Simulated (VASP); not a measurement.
# TaN (P6_3/mmc) in VASP: further runs

Runs on TaN. Level: PBEsol. Tasks: phonons, elastic constants.

Everything below comes from runs of VASP 6.6.1. Logs are shortened: lines on timing, memory, paths and dates and some standing lists are left out, and cuts for length are marked.

## Step 1: Starting point

The structure is hexagonal, space group P6_3/mmc (No. 194). Conventional cell: a = 2.922 Å, b = 2.922 Å, c = 5.917 Å, α = 90.00°, β = 90.00°, γ = 120.00°. Ta (site symmetry -3m) is surrounded by 6 N at 2.24 Å. N (site symmetry -6m2) is surrounded by 6 Ta at 2.24 Å.

The cell comes from a database or a generator and needn't be the stable form of this composition.

## Step 2: Phonons, PBEsol

POSCAR reads:

```
TaN
1.0
    2.9217699809      0.0000000000      0.0000000000
   -1.4608849905      2.5303270275      0.0000000000
    0.0000000000      0.0000000000      5.9165150000
Ta N
2 2
Direct
    0.0000000000      0.0000000000      0.5000000000
    0.0000000000      0.0000000000      0.0000000000
    0.3333333333      0.6666666667      0.2500000000
    0.6666666667      0.3333333333      0.7500000000
```

INCAR.step1 reads:

```
PREC = Accurate
ENCUT = 600
EDIFF = 1E-8
ISMEAR = -1
SIGMA = 0.05
LREAL = F
LASPH = T
NELM = 80
ALGO = Normal
ISIF = 3
LWAVE = F
LCHARG = F
GGA = PS
IBRION = 2
NSW = 40
EDIFFG = -0.002
```

INCAR.step2 reads:

```
PREC = Accurate
ENCUT = 600
EDIFF = 1E-8
ISMEAR = -1
SIGMA = 0.05
LREAL = F
LASPH = T
NELM = 80
ALGO = Normal
ISIF = 2
LWAVE = F
LCHARG = F
GGA = PS
IBRION = 8
NSW = 1
```

KPOINTS reads:

```
regular mesh
0
Gamma
  7 7 4
```

Potentials or basis: VASP PAW PBE potentials, release 64 (Ta_pv, N).

Command:

```sh
> cat potpaw_PBE.64/Ta_pv/POTCAR potpaw_PBE.64/N/POTCAR > POTCAR
> cp INCAR.step1 INCAR
> mpirun -np 1 vasp_std > vasp.out
> cp CONTCAR POSCAR
> cp INCAR.step2 INCAR
> mpirun -np 1 vasp_std > vasp.out
```

OUTCAR:

```text
PREC = Accurate
   ENCUT = 600
   EDIFF = 1E-8
   ISMEAR = -1
   LREAL = F
   LASPH = T
   NELM = 80
   ISIF = 2
   GGA = PS
   IBRION = 8
   NSW = 1

 ion  position               nearest neighbor table
   1  0.000  0.000  0.500-   3 2.22   4 2.22   4 2.22   3 2.22   4 2.22   3 2.22   2 2.94   2 2.94

   2  0.000  0.000  0.000-   3 2.22   4 2.22   4 2.22   3 2.22   4 2.22   3 2.22   1 2.94   1 2.94

   3  0.333  0.667  0.250-   1 2.22   2 2.22   1 2.22   2 2.22   1 2.22   2 2.22
   4  0.667  0.333  0.750-   1 2.22   2 2.22   1 2.22   2 2.22   1 2.22   2 2.22

  LATTYP: Found a hexagonal cell.
 ALAT       =     2.8885538032
 C/A-ratio  =     2.0339541263

  Lattice vectors:

 A1 = (   2.8885538032,   0.0000000000,   0.0000000000)
 A2 = (  -1.4442769016,   2.5015609738,   0.0000000000)
 A3 = (   0.0000000000,   0.0000000000,   5.8751859271)

Analysis of symmetry for initial positions (statically):
=====================================================================
 Subroutine PRICEL returns:
 Original cell was already a primitive cell.

 Routine SETGRP: Setting up the symmetry group for a
 hexagonal supercell.

 Subroutine GETGRP returns: Found 24 space group operations
 (whereof 12 operations were pure point group operations)
 out of a pool of 24 trial point group operations.

The static configuration has the point symmetry D_3d.
 The point group associated with its full space group is D_6h.

Analysis of symmetry for dynamics (positions and initial velocities):
=====================================================================
 Subroutine PRICEL returns:
 Original cell was already a primitive cell.

 Routine SETGRP: Setting up the symmetry group for a
 hexagonal supercell.

 Subroutine GETGRP returns: Found 24 space group operations
 (whereof 12 operations were pure point group operations)
 out of a pool of 24 trial point group operations.

The dynamic configuration has the point symmetry D_3d.
 The point group associated with its full space group is D_6h.

 Subroutine INISYM returns: Found 24 space group operations
 (whereof 12 operations are pure point group operations),
 and found     1 'primitive' translations

----------------------------------------------------------------------------------------

                                     Primitive cell

  volume of cell :      42.4535

  direct lattice vectors                    reciprocal lattice vectors
     2.888553803  0.000000000  0.000000000     0.346194002  0.199875200  0.000000000
    -1.444276902  2.501560974  0.000000000    -0.000000000  0.399750400  0.000000000
     0.000000000  0.000000000  5.875185927     0.000000000  0.000000000  0.170207379

  length of vectors
     2.888553803  2.888553803  5.875185927     0.399750400  0.399750400  0.170207379

  position of ions in fractional coordinates (direct lattice)
     0.000000000  0.000000000  0.500000000
     0.000000000  0.000000000  0.000000000
     0.333333333  0.666666667  0.250000000
     0.666666667  0.333333333  0.750000000

  ion indices of the primitive-cell ions
   primitive index   ion index
                 1           1
                 2           2
                 3           3
                 4           4

----------------------------------------------------------------------------------------

 KPOINTS: regular mesh

Automatic generation of k-mesh.
 Grid dimensions read from file:
 generate k-points for:    7    7    4

 Generating k-lattice:

  Cartesian coordinates                     Fractional coordinates (reciprocal lattice)
     0.049456286  0.028553600  0.000000000     0.142857143  0.000000000  0.000000000
    -0.000000000  0.057107200  0.000000000    -0.000000000  0.142857143  0.000000000
     0.000000000  0.000000000  0.042551845     0.000000000  0.000000000  0.250000000

  Length of vectors
     0.057107200  0.057107200  0.042551845
[... 73 lines left out ...]
     AMIX_MAG =   1.60;   BMIX_MAG =  1.00
  volume/ion in A,a.u.               =      10.61        71.62
  Fermi-wavevector in a.u.,A,eV,Ry     =   1.489888  2.815481 30.201774  2.219768
  Thomas-Fermi vector in A             =   2.602740
   LORBIT       =      0    0 simple, 1 ext, 2 COOP (PROOUT), +10 PAW based schemes
   GGA     = PS    functional components
   LHFCALC =     F    Hartree Fock is set to
   AEXX    =    0.0000 exact exchange contribution
   IVDW    =     0    specifies the selected vdW correction
   LEPSILON=     F    determine dielectric tensor
   LRPA    =     F    only Hartree local field effects (RPA)
 non-spin polarized calculation
  energy-cutoff  :      600.00
  volume of cell :       42.45
 maximum number of plane-waves:      1434
 NGX is ok and might be reduce to    24
   NGX = 11   NGY = 11   NGZ = 23

--------------------------------------- Ionic step        1  -------------------------------------------

 number of electron      31.9999997 magnetization

 Free energy of the ion-electron system (eV)
  ---------------------------------------------------
  ext. energy  EPLUGINS =         0.00000000
  ---------------------------------------------------
  free energy    TOTEN  =       -46.77475791 eV

  energy without entropy =      -46.76430636  energy(sigma->0) =      -46.76953214

 E-fermi :   8.1674     XC(G=0): -13.5905

 val. band max:        8.1011284916   @ k =   0.1429   0.0000   0.2500
 cond. band min:       8.1716665655   @ k =   0.1429   0.0000   0.0000
 fundamental gap:      0.0705380739
 Fermi energy:         8.1673551137

 k-point     1 :       0.0000    0.0000    0.0000
  band No.  band energies     occupation
      1     -27.2899      2.00000
      2     -26.4694      2.00000
      3     -26.1892      2.00000
      4     -26.1892      2.00000
      5     -26.1227      2.00000
      6     -26.1227      2.00000
[... 541 lines left out ...]
     19      12.4472      0.00000
     20      12.4506      0.00000

------------------------ aborting loop because EDIFF is reached ----------------------------------------

  FORCE on cell =-STRESS in cart. coord.  units (eV):
  Direction    XX          YY          ZZ          XY          YZ          ZX
  --------------------------------------------------------------------------------------
  -------------------------------------------------------------------------------------
  Total        0.0060221      0.0060221      0.0047662     -0.0000000      0.0000000     -0.0000000
  in kB        0.2272707      0.2272707      0.1798760     -0.0000000      0.0000000     -0.0000000
  external PRESSURE =       0.2114724 kB  Pullay stress =       0.0000000 kB

 VOLUME and BASIS-vectors are now :
 -----------------------------------------------------------------------------
  energy-cutoff  :      600.00
  volume of cell :       42.45
      direct lattice vectors                 reciprocal lattice vectors
     2.888553803  0.000000000  0.000000000     0.346194002  0.199875200  0.000000000
    -1.444276902  2.501560974  0.000000000    -0.000000000  0.399750400  0.000000000
     0.000000000  0.000000000  5.875185927     0.000000000  0.000000000  0.170207379

 POSITION                                       TOTAL-FORCE (eV/Angst)
 -----------------------------------------------------------------------------------
      0.00000      0.00000      2.93759         0.000000      0.000000     -0.000000
      0.00000      0.00000      0.00000         0.000000      0.000000     -0.000000
     -0.00000      1.66771      1.46880         0.000000     -0.000000     -0.000000
      1.44428      0.83385      4.40639        -0.000000      0.000000      0.000000
 -----------------------------------------------------------------------------------
    total drift:                               -0.000000      0.000000      0.000000

  FREE ENERGIE OF THE ION-ELECTRON SYSTEM (eV)
  ---------------------------------------------------
  free  energy   TOTEN  =       -46.7747579105 eV

  energy  without entropy=      -46.7643063605  energy(sigma->0) =      -46.76953214

[... ionic steps 2 to 9 ...]

--------------------------------------- Ionic step       10  -------------------------------------------

------------------------ aborting loop because EDIFF is reached ----------------------------------------

[... ionic steps 11 to 11 ...]

--------------------------------------- Ionic step       12  -------------------------------------------

 Free energy of the ion-electron system (eV)
  ---------------------------------------------------
  ---------------------------------------------------
  free energy    TOTEN  =        -0.25305914 eV

  energy without entropy =       -0.25305914

------------------------ aborting loop because EDIFF is reached ----------------------------------------

 INTERNAL STRAIN TENSOR  FOR ION    3  DIRECTION 3   (eV/Angst):
 -----------------------------------------------------------------------------
     0.00097 -0.00000  0.00000
     0.00000  0.00097  0.00000
    -0.00000  0.00000 -0.00498

 INTERNAL STRAIN TENSOR FOR ION    4 for displacements in x,y,z  (eV/Angst):
          X           Y           Z          XY          YZ          ZX
  --------------------------------------------------------------------------------
  x     0.00000    -0.00000     0.00000    -8.10947     0.00000     0.00000
  y    -8.10947     8.10947     0.00000    -0.00000     0.00000     0.00000
  z     0.00000     0.00000     0.00000     0.00000    -0.00000     0.00000

 SECOND DERIVATIVES (NOT SYMMETRIZED)
 ------------------------------------
               1X          1Y          1Z          2X          2Y          2Z          3X          3Y          3Z          4X          4Y          4Z
  1X   -11.428416    0.000000    0.000000    2.987604   -0.000000    0.000000    4.220406   -0.000000    0.000000    4.220406   -0.000000    0.000000
  1Y     0.000000  -11.428416    0.000000   -0.000000    2.987604    0.000000   -0.000000    4.220406    0.000000   -0.000000    4.220406    0.000000
  1Z    -0.000000    0.000000  -28.953538   -0.000000    0.000000   16.047597   -0.000000   -0.000000    6.452971    0.000000   -0.000000    6.452971
  2X     2.987604   -0.000000    0.000000  -11.428416    0.000000    0.000000    4.220406   -0.000000    0.000000    4.220406   -0.000000    0.000000
  2Y    -0.000000    2.987604    0.000000    0.000000  -11.428416    0.000000   -0.000000    4.220406    0.000000   -0.000000    4.220406    0.000000
  2Z     0.000000   -0.000000   16.047597    0.000000    0.000000  -28.953538    0.000000    0.000000    6.452971   -0.000000    0.000000    6.452971
  3X     4.216895   -0.000000    0.000000    4.216895   -0.000000   -0.000000  -10.568870    0.000000    0.000000    2.135081   -0.000000    0.000000
  3Y    -0.000000    4.216895    0.000000   -0.000000    4.216895   -0.000000    0.000000  -10.568870    0.000000   -0.000000    2.135081    0.000000
  3Z     0.000000    0.000000    6.443929    0.000000    0.000000    6.443929   -0.000000    0.000000  -14.620961   -0.000000    0.000000    1.733102
  4X     4.216895   -0.000000    0.000000    4.216895   -0.000000   -0.000000    2.135081   -0.000000    0.000000  -10.568870    0.000000    0.000000
  4Y    -0.000000    4.216895    0.000000   -0.000000    4.216895   -0.000000   -0.000000    2.135081    0.000000    0.000000  -10.568870    0.000000
  4Z     0.000000    0.000000    6.443929    0.000000    0.000000    6.443929   -0.000000    0.000000    1.733102   -0.000000    0.000000  -14.620961

 Eigenvectors and eigenvalues of the dynamical matrix
 ----------------------------------------------------

   1 f  =   16.896005 THz   106.160730 2PiTHz  563.590059 cm-1    69.876230 meV
             X         Y         Z           dx          dy          dz
      0.000000  0.000000  2.937593     0.000000   -0.000000   -0.000000
      0.000000  0.000000  0.000000     0.000000   -0.000000   -0.000000
     -0.000000  1.667707  1.468796     0.000000   -0.000000   -0.707107
      1.444277  0.833854  4.406389    -0.000000    0.000000    0.707107
[... 71 lines left out ...]
  12 f/i=    0.002820 THz     0.017717 2PiTHz    0.094059 cm-1     0.011662 meV
             X         Y         Z           dx          dy          dz
      0.000000  0.000000  2.937593    -0.000000   -0.000000   -0.681208
      0.000000  0.000000  0.000000    -0.000000   -0.000000   -0.681208
     -0.000000  1.667707  1.468796    -0.000000   -0.000000   -0.189621
      1.444277  0.833854  4.406389    -0.000000   -0.000000   -0.189621

--------------------------------------------------------------------------------------------------------

 ELASTIC MODULI CONTR FROM IONIC RELAXATION (kBar)
 Direction    XX          YY          ZZ          XY          YZ          ZX
 --------------------------------------------------------------------------------
 XX        -390.7275    390.7275      0.0000      0.0000     -0.0000      0.0000
 YY         390.7275   -390.7275     -0.0000      0.0000      0.0000      0.0000
 ZZ           0.0000     -0.0000     -0.0000      0.0000      0.0000      0.0000
 XY           0.0000      0.0000      0.0000   -390.7275      0.0000      0.0000
 YZ          -0.0000      0.0000      0.0000      0.0000     -0.0000      0.0000
 ZX           0.0000      0.0000      0.0000      0.0000      0.0000      0.0000
 --------------------------------------------------------------------------------
```

Run time: 6.6 min. Hardware: 1 thread of AMD EPYC 9R45 (Zen 5), shared host; peak memory 0.28 GiB.

Results:

* Relaxed volume: 10.61 Å³/atom
* Relaxed cell: a = 2.889 Å, b = 2.889 Å, c = 5.875 Å, α = 90.00°, β = 90.00°, γ = 120.00°
* Space group after relaxing (to 0.05 Å): P6_3/mmc (No. 194)
* Highest phonon frequency at Γ, LO-TO splitting left out: 564 cm⁻¹

The path:
```tsv
step	energy change (eV)	largest force (eV/Å)	pressure (GPa)	volume (Å³)
1	0.0000	0.0000	-9.80	43.74
2	0.1932	0.0000	28.36	39.64
3	-0.0404	0.0000	-0.20	42.49
4	-0.0404	0.0000	0.03	42.46
5	-0.0404	0.0000	0.25	42.44
6	-0.0406	0.0000	0.17	42.42
7	-0.0409	0.0000	0.20	42.43
8	-0.0409	0.0000	-0.33	42.49
9	-0.0410	0.0000	0.01	42.45
```

Final structure:
```xyz
4
Lattice="2.8886 0.0000 0.0000 -1.4443 2.5016 0.0000 0.0000 0.0000 5.8752" Properties=species:S:1:pos:R:3 pbc="T T T"
Ta    0.0000    0.0000    2.9376
Ta    0.0000    0.0000    0.0000
N     0.0000    1.6677    1.4688
N     1.4443    0.8339    4.4064
```

Phonon frequencies in cm⁻¹ (negative: imaginary):
```
              q point                                frequencies
(0.000, 0.000, 0.000)  0 0 0 147 147 260 420 420 497 497 519 564
```

Caveat: the PAW data sets were made with another functional, which shifts forces and pressure a little. Spin-orbit coupling is left out, which matters for the levels of Ta.

## Step 3: Elastic constants, PBEsol

POSCAR is that of step 2.

INCAR.step1 reads:

```
SYSTEM = TaN
ALGO     = Fast           ! electronic algorithm
EDIFF    = 1E-8           ! SCF threshold, eV
EDIFFG   = -0.002         ! ionic threshold
ENCUT    = 600            ! plane-wave cutoff, eV
GGA      = PS             ! functional
IBRION   = 2              ! ionic algorithm
ISIF     = 3              ! what is computed and relaxed
ISMEAR   = -1             ! smearing method
LASPH    = .TRUE.         ! aspherical terms in the spheres
LCHARG   = .FALSE.        ! write CHGCAR
LREAL    = .FALSE.        ! projectors in reciprocal space
LWAVE    = .FALSE.        ! write WAVECAR
NELM     = 100            ! most SCF steps
NSW      = 40             ! ionic steps
PREC     = Accurate       ! precision mode
SIGMA    = 0.05           ! smearing width, eV
```

INCAR.step2 reads:

```
SYSTEM = TaN
ALGO     = Fast           ! electronic algorithm
EDIFF    = 1E-8           ! SCF threshold, eV
ENCUT    = 600            ! plane-wave cutoff, eV
GGA      = PS             ! functional
IBRION   = 6              ! ionic algorithm
ISIF     = 3              ! what is computed and relaxed
ISMEAR   = -1             ! smearing method
LASPH    = .TRUE.         ! aspherical terms in the spheres
LCHARG   = .FALSE.        ! write CHGCAR
LREAL    = .FALSE.        ! projectors in reciprocal space
LWAVE    = .FALSE.        ! write WAVECAR
NELM     = 100            ! most SCF steps
NFREE    = 2            
NSW      = 1              ! ionic steps
POTIM    = 0.015          ! step
PREC     = Accurate       ! precision mode
SIGMA    = 0.05           ! smearing width, eV
```

KPOINTS reads:

```
k-points
0
G
  7 7 4
  0 0 0
```

Potentials or basis: VASP PAW PBE potentials, release 64 (Ta_pv, N).

Command:

```sh
> cat potpaw_PBE.64/Ta_pv/POTCAR potpaw_PBE.64/N/POTCAR > POTCAR
> cp INCAR.step1 INCAR
> mpirun -np 1 vasp_std > vasp.out
> cp CONTCAR POSCAR
> cp INCAR.step2 INCAR
> mpirun -np 1 vasp_std > vasp.out
```

It took 13 min on 1 thread of AMD EPYC 9R45 (Zen 5), shared host; peak memory 0.23 GiB.

It converged, with:

```
Relaxed volume                                          : 10.61 Å³/atom
Relaxed cell                                            : a = 2.889 Å, b = 2.889 Å, c = 5.875 Å, α = 90.00°, β = 90.00°, γ = 120.00°
Space group after relaxing (to 0.05 Å)                  : P6_3/mmc (No. 194)
Voigt bulk modulus                                      : 356 GPa
Highest phonon frequency at Γ, LO-TO splitting left out : 564 cm⁻¹
```

Step by step:
| step | energy change (eV) | largest force (eV/Å) | pressure (GPa) | volume (Å³) |
| --- | --- | --- | --- | --- |
| 1 | 0.0000 | 0.0000 | -9.80 | 43.74 |
| 2 | 0.1933 | 0.0000 | 28.37 | 39.64 |
| 3 | -0.0404 | 0.0000 | -0.20 | 42.49 |
| 4 | -0.0404 | 0.0000 | 0.03 | 42.46 |
| 5 | -0.0404 | 0.0000 | 0.25 | 42.44 |
| 6 | -0.0406 | 0.0000 | 0.16 | 42.42 |
| 7 | -0.0409 | 0.0000 | 0.20 | 42.43 |
| 8 | -0.0409 | 0.0000 | -0.34 | 42.50 |
| 9 | -0.0410 | 0.0000 | 0.01 | 42.45 |

Final structure:
```
Ta N
1.0
     2.88856    0.00000    0.00000
    -1.44428    2.50157    0.00000
     0.00000    0.00000    5.87516
Ta N
2 2
Direct
  0.00000 0.00000 0.50000
  0.00000 0.00000 0.00000
  0.33333 0.66667 0.25000
  0.66667 0.33333 0.75000
```

Phonon frequencies in cm⁻¹ (negative: imaginary):
| q point | frequencies |
| --- | --- |
| (0.000, 0.000, 0.000) | 0 0 0 147 147 257 420 420 497 497 519 564 |

Elastic tensor in Voigt notation (GPa, in the Cartesian axes of the cell as first typed):
```
563 295 157   0   0   0
295 563 157   0   0   0
157 157 859   0   0   0
  0   0   0 287   0   0
  0   0   0   0 287   0
  0   0   0   0   0 134
```

Clamped-ion elastic tensor (GPa):
```
602 256 157   0   0   0
256 602 157   0   0   0
157 157 859   0   0   0
  0   0   0 287   0   0
  0   0   0   0 287   0
  0   0   0   0   0 173
```

Caveat: the PAW data sets were made with another functional, which shifts forces and pressure a little. Spin-orbit coupling is left out, which matters for the levels of Ta.
